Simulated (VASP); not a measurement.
# Si (P6/mmm) in VASP: further runs

Aim: see how the results for Si move with the level of theory and the settings. Levels: PBE, r2SCAN. Tasks: RPA correlation energy, phonons.

Program: VASP 6.6.1. These are calculated values, not measurements. Logs are shortened: lines on timing, memory, paths and dates and some standing lists are left out, and cuts for length are marked.

## 1. Starting point

It takes space group P6/mmm (No. 191, hexagonal). The conventional cell has a = 2.621 Å, b = 2.621 Å, c = 2.466 Å, α = 90.00°, β = 90.00°, γ = 120.00°. Around Si (site symmetry 6/mmm) lie 8 Si at 2.47 to 2.62 Å.

This isn't the form of Si at room conditions, which is diamond.

## 2. RPA correlation energy, PBE (volume scaled by 0.96)

POSCAR

```
Si
1.0
    2.5851257326      0.0000000000      0.0000000000
   -1.2925628663      2.2387845564      0.0000000000
    0.0000000000      0.0000000000      2.4330211905
Si
1
Direct
    0.0000000000      0.0000000000      0.0000000000
```

INCAR.step1

```
PREC = Accurate
ENCUT = 350
EDIFF = 1E-8
ISMEAR = 0
SIGMA = 0.05
LREAL = False
LASPH = True
NELM = 60
ALGO = Normal
LWAVE = True
LCHARG = False
GGA = PE
```

INCAR.step2

```
PREC = Accurate
ENCUT = 350
EDIFF = 1E-8
ISMEAR = 0
SIGMA = 0.05
LREAL = False
LASPH = True
NELM = 1
ALGO = EIGENVAL
LWAVE = False
LCHARG = False
GGA = PE
LHFCALC = True
AEXX = 1.0
ALDAC = 0.0
AGGAC = 0.0
ISTART = 1
PRECFOCK = Fast
```

INCAR.step3

```
PREC = Accurate
ENCUT = 350
EDIFF = 1E-8
ISMEAR = 0
SIGMA = 0.05
LREAL = False
LASPH = True
NELM = 1
ALGO = Exact
LWAVE = True
LCHARG = False
GGA = PE
NBANDS = 214
LOPTICS = True
ISTART = 1
```

INCAR.step4

```
PREC = Accurate
ENCUT = 350
EDIFF = 1E-8
ISMEAR = 0
SIGMA = 0.05
LREAL = False
LASPH = True
NELM = 60
ALGO = ACFDT
LWAVE = False
LCHARG = False
GGA = PE
NBANDS = 214
ENCUTGW = 200
NOMEGA = 12
ISTART = 1
PRECFOCK = Fast
```

KPOINTS

```
Automatic mesh
0
Gamma
  6 6 5
```

Potentials or basis: VASP PAW PBE potentials, release 64 (Si_GW).

Launch:

```
> cat potpaw_PBE.64/Si_GW/POTCAR > POTCAR
> cp INCAR.step1 INCAR
> mpirun -np 1 vasp_std > vasp.out
> cp INCAR.step2 INCAR
> mpirun -np 1 vasp_std > vasp.out
> cp INCAR.step3 INCAR
> mpirun -np 1 vasp_std > vasp.out
> cp INCAR.step4 INCAR
> mpirun -np 1 vasp_std > vasp.out
```

OUTCAR:

```text
PREC = Accurate
   ENCUT = 350
   EDIFF = 1E-8
   ISMEAR = 0
   LREAL = False
   LASPH = True
   NELM = 60
   GGA = PE
   ENCUTGW = 200
   ISTART = 1
   PRECFOCK = Fast

 ion  position               nearest neighbor table
   1  0.000  0.000  0.000-

  LATTYP: Found a hexagonal cell.
 ALAT       =     2.5851257326
 C/A-ratio  =     0.9411616463

  Lattice vectors:

 A1 = (   2.5851257326,   0.0000000000,   0.0000000000)
 A2 = (  -1.2925628663,   2.2387845564,   0.0000000000)
 A3 = (   0.0000000000,   0.0000000000,   2.4330211905)

Analysis of symmetry for initial positions (statically):
=====================================================================
 Subroutine PRICEL returns:
 Original cell was already a primitive cell.

 Routine SETGRP: Setting up the symmetry group for a
 hexagonal supercell.

 Subroutine GETGRP returns: Found 24 space group operations
 (whereof 24 operations were pure point group operations)
 out of a pool of 24 trial point group operations.

The static configuration has the point symmetry D_6h.

Analysis of symmetry for dynamics (positions and initial velocities):
=====================================================================
 Subroutine PRICEL returns:
 Original cell was already a primitive cell.

 Routine SETGRP: Setting up the symmetry group for a
 hexagonal supercell.

 Subroutine GETGRP returns: Found 24 space group operations
 (whereof 24 operations were pure point group operations)
 out of a pool of 24 trial point group operations.

The dynamic configuration has the point symmetry D_6h.

 Subroutine INISYM returns: Found 24 space group operations
 (whereof 24 operations are pure point group operations),
 and found     1 'primitive' translations

----------------------------------------------------------------------------------------

                                     Primitive cell

  volume of cell :      14.0812

  direct lattice vectors                    reciprocal lattice vectors
     2.585125733  0.000000000  0.000000000     0.386828380  0.223335469  0.000000000
    -1.292562866  2.238784556  0.000000000     0.000000000  0.446670939  0.000000000
     0.000000000  0.000000000  2.433021190     0.000000000  0.000000000  0.411011628

  length of vectors
     2.585125733  2.585125733  2.433021190     0.446670939  0.446670939  0.411011628

  position of ions in fractional coordinates (direct lattice)
     0.000000000  0.000000000  0.000000000

  ion indices of the primitive-cell ions
   primitive index   ion index
                 1           1

----------------------------------------------------------------------------------------

 KPOINTS: Automatic mesh

Automatic generation of k-mesh.
 Grid dimensions read from file:
 generate k-points for:    6    6    5

 Generating k-lattice:

  Cartesian coordinates                     Fractional coordinates (reciprocal lattice)
     0.064471397  0.037222578  0.000000000     0.166666667  0.000000000  0.000000000
     0.000000000  0.074445156  0.000000000     0.000000000  0.166666667  0.000000000
     0.000000000  0.000000000  0.082202326     0.000000000  0.000000000  0.200000000

  Length of vectors
     0.074445156  0.074445156  0.082202326

  Shift w.r.t. Gamma in fractional coordinates (k-lattice)
     0.000000000  0.000000000  0.000000000

 Subroutine IBZKPT returns following result:
 ===========================================

 Found     21 irreducible k-points:

 Following reciprocal coordinates:
            Coordinates               Weight
  0.000000  0.000000  0.000000      1.000000
  0.166667  0.000000  0.000000      6.000000
  0.333333  0.000000  0.000000      6.000000
  0.500000 -0.000000  0.000000      3.000000
  0.166667  0.166667  0.000000      6.000000
  0.333333  0.166667  0.000000     12.000000
[... 13 lines left out ...]
  0.333333  0.166667  0.400000     24.000000
  0.333333  0.333333  0.400000      4.000000
   k-points           NKPTS =     21   k-points in BZ     NKDIM =    180   number of bands    NBANDS=    214
   number of dos      NEDOS =    301   number of ions     NIONS =      1
   total plane-waves  NPLWV =   4096
   dimension x,y,z NGX =    16 NGY =   16 NGZ =   16
   dimension x,y,z NGXF=    32 NGYF=   32 NGZF=   32
   ions per type =               1
   NGX,Y,Z   is equivalent  to a cutoff of  10.29, 10.29, 10.93 a.u.
   NGXF,Y,Z  is equivalent  to a cutoff of  20.58, 20.58, 21.87 a.u.
 SYSTEM =  unknown system
   PREC   = accura    normal or accurate (medium, high low for compatibility)
   ISTART =      1    job   : 0-new  1-cont  2-samecut
   ICHARG =      0    charge: 1-file 2-atom 10-const
   ISPIN  =      1    spin polarized calculation?
   LNONCOLLINEAR =      F non collinear calculations
   LSORBIT =      F    spin-orbit coupling
   LASPH  =      T    aspherical Exc in radial PAW
   ENCUT  =  350.0 eV  25.72 Ry    5.07 a.u.   3.94  3.94  3.71*2*pi/ulx,y,z
   NELM   =     60;   NELMIN=  2; NELMDL=  0     # of ELM steps
   EDIFF  = 0.1E-07   stopping-criterion for ELM
   LREAL  =      F    real-space projection
   EDIFFG = 0.1E-06   stopping-criterion for IOM
   NSW    =      0    number of steps for IOM
   IBRION =     -1    ionic relax: 0-MD 1-quasi-New 2-CG
   NFREE  =      0    steps in history (QN), initial steepest desc. (CG)
   ISIF   =      0    stress and relaxation
   ISYM   =      3    0-nonsym 1-usesym 2-fastsym
   POTIM  = 0.5000    time-step for ionic-motion
   TEBEG  =    0.0;   TEEND  =   0.0 temperature during run
   PSTRESS=    0.0 pullay stress
   NELECT =       4.0000    total number of electrons
   NUPDOWN=      -1.0000    fix difference up-down
   EMIN   =  10.00;   EMAX   =-10.00  energy-range for DOS
   EFERMI =   0.00;   METHOD = LEGACY
   ISMEAR =     0;   SIGMA  =   0.05  broadening in eV -4-tet -1-fermi 0-gaus
   EFERMI_NEDOS =   21; number of points for ismear=-14 and -15
   IALGO  =     38    algorithm
   IMIX   =      4    mixing-type and parameters
     AMIX     =   0.40;   BMIX     =  1.00
     AMIX_MAG =   1.60;   BMIX_MAG =  1.00
  volume/ion in A,a.u.               =      14.08        95.02
  Fermi-wavevector in a.u.,A,eV,Ry     =   1.076172  2.033670 15.757525  1.158145
  Thomas-Fermi vector in A             =   2.212049
   LORBIT       =      0    0 simple, 1 ext, 2 COOP (PROOUT), +10 PAW based schemes
   GGA     = PE    functional components
   LHFCALC =     T    Hartree Fock is set to
   PRECFOCK=fast      Normal, Fast or Accurate (Low or Medium for compatibility)
   ENCUT4O =  -1.0   cutoff for four orbital integrals eV
   NKREDX  =     1    reduce k-point grid by
   NKREDY  =     1    reduce k-point grid by
   NKREDZ  =     1    reduce k-point grid by
   AEXX    =    1.0000 exact exchange contribution
   HFSCREEN=    0.0000 screening length (either q_TF or 0.3 A-1)
   HFSCREENC=   0.0000 screening length for correlation (either q_TF or 0.3 A-1)
   ENCUTFOCK=  -1.0 apply spherical cutoff to Coloumb kernel
   IVDW    =     0    specifies the selected vdW correction
   LEPSILON=     F    determine dielectric tensor
   LRPA    =     F    only Hartree local field effects (RPA)
   LRPAFORCE           =     F    calculate RPA forces
   ENCUTGW             = 200.0    cutoff for response function in eV
   ENCUTGWSOFT         = 160.0    soft cutoff for Coulomb kernel in GW response function in eV
   ENCUTLF             =  -1.0    cutoff for local field effects
   NELMGW              =     1    number of iterations in solving QP/BSE equation
   NELMHF              =     1    number of iterations in the inner HF iteration
   NKREDLFX            =     1    NKREDLFY  =   1   NKREDLFZ  =   1
 non-spin polarized calculation
 Gauss-broadening in eV      SIGMA  =   0.05
  energy-cutoff  :      350.00
  volume of cell :       14.08
 maximum number of plane-waves:       214
 NGX is ok and might be reduce to    16
  NGX = 10; NGY = 10; NGZ = 10
   NGX =  7   NGY =  7   NGZ =  7
 maximum number of plane-waves:        99

      cutoff energy     smooth cutoff   RPA   correlation   Hartree contr. to MP2
---------------------------------------------------------------------------------
            200.000           160.000       -6.8632943598      -15.6237864637
            190.476           152.381       -6.8496831718      -15.6095584599
            181.406           145.125       -6.8351436616      -15.5943631784
            172.768           138.214       -6.8195314719      -15.5780454402
            164.541           131.632       -6.8027312579      -15.5604764018
            156.705           125.364       -6.7850960718      -15.5420129249
            149.243           119.394       -6.7657939210      -15.5217701160
            142.136           113.709       -6.7451353368      -15.5000695887
  linear regression
  converged value                           -7.0394948577      -15.8082775083
```

OUTCAR.step2:

```text
PREC = Accurate
   ENCUT = 350
   EDIFF = 1E-8
   ISMEAR = 0
   LREAL = False
   LASPH = True
[... 405 lines left out ...]
 POSITION                                       TOTAL-FORCE (eV/Angst)
 -----------------------------------------------------------------------------------
      0.00000      0.00000      0.00000        -0.000000      0.000000      0.000000
 -----------------------------------------------------------------------------------
    total drift:                                0.000000      0.000000      0.000000

  FREE ENERGIE OF THE ION-ELECTRON SYSTEM (eV)
  ---------------------------------------------------
  free  energy   TOTEN  =        -7.7234623118 eV

  energy  without entropy=       -7.7196496239  energy(sigma->0) =       -7.72155597
```

Run time: 55 s. Hardware: 1 thread of Intel Xeon 6975P-C (Granite Rapids), shared host; peak memory 0.26 GiB.

Results:

```yaml
Band_gap_on_the_k_mesh_mean-field_level: none (metal or under the smearing width)
RPA_correlation_energy: -7.039 eV/atom
RPA_total_energy_per_cell: -14.763 eV
RPA_correlation_energy_per_cell: -7.039 eV
```

Caveat: the k mesh is coarse (spacing up to 0.52 Å⁻¹), so the values aren't converged; the ground state has no gap, which makes the many-body step unreliable.

(Part 1 of 2 ends here.)
